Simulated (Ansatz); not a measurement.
**How far do frozen cores hold at 0.4 of the volume?**

Ansatz 0.2.0 under PBE, scalar-relativistic: all-electron LAPW against the default frozen-core PAW files and norm-conserving files, on the same cells and meshes. Each crystal is compressed to 0.4 of its own relaxed volume, with k spacings near 0.17 Å⁻¹ and smearing of 0.05 to 0.1 eV; spin polarisation is left out. The structure types needn't be the stable ones.

**Question.** For which of ZrC (CsCl), I (bcc), Pt (fcc), Se (sc) does the PAW pressure depart most from LAPW, and by how much?

**Answer.** Pt (fcc), by +0.32 %. All values:

```csv
crystal,V (Å³/atom),P LAPW (GPa),PAW − LAPW (%),"energy rise, PAW − LAPW (meV/atom)",norm-conserving − LAPW (%)
ZrC (CsCl),4.99,1026,0.08,3,0.01
I (bcc),14.46,200.5,-0.01,-3,-0.73
Pt (fcc),6.26,2235,0.32,67,0.39
Se (sc),9.07,398.8,0.03,3,-0.47
```
